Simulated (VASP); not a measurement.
A run of VASP 6.6.1:

Contents of POSCAR:

```
Ti2H
1.0
   -1.3674528910      1.3674528910      4.7634934521
    1.3674528910     -1.3674528910      4.7634934521
    1.3674528910      1.3674528910     -4.7634934521
Ti H
2 1
Direct
    0.6407952500      0.6407952500      0.0000000000
    0.3592047500      0.3592047500      0.0000000000
    0.0000000000      0.0000000000      0.0000000000
```

Contents of INCAR.step1:

```
  PREC = Accurate
  ENCUT = 520
  ISMEAR = 0
  SIGMA = 0.1
  LREAL = False
  LASPH = True
  NELM = 100
  NBANDS = 20
  GGA = PE
  ALGO = Normal
  EDIFF = 1E-4
  LWAVE = True
  LCHARG = False
```

INCAR.step2

```
  PREC = Accurate
  ENCUT = 520
  EDIFF = 1E-6
  ISMEAR = 0
  SIGMA = 0.1
  LREAL = False
  LASPH = True
  NELM = 100
  ALGO = Normal
  ISIF = 2
  LWAVE = False
  LCHARG = False
  METAGGA = R2SCAN
  LMIXTAU = True
  NBANDS = 20
  ISTART = 1
```

KPOINTS

```
regular mesh
0
Gamma
  6 6 6
```

Potentials or basis: VASP PAW PBE potentials, release 64 (Ti_sv, H).

Run with:

```sh
$ cat potpaw_PBE.64/Ti_sv/POTCAR potpaw_PBE.64/H/POTCAR > POTCAR
$ cp INCAR.step1 INCAR
$ mpirun -np 1 vasp_std > vasp.out
$ cp INCAR.step2 INCAR
$ mpirun -np 1 vasp_std > vasp.out
```

Hardware: 1 thread of AMD EPYC 9R45 96-Core Processor (Zen 5) (shared host).

**Question.** Estimate the wall time of this run.

**Answer.** It took 2.3 min on 1 thread of AMD EPYC 9R45 96-Core Processor (Zen 5), with other jobs on the host, peak memory 0.23 GiB. Counts: scf iterations 10, k points 30.
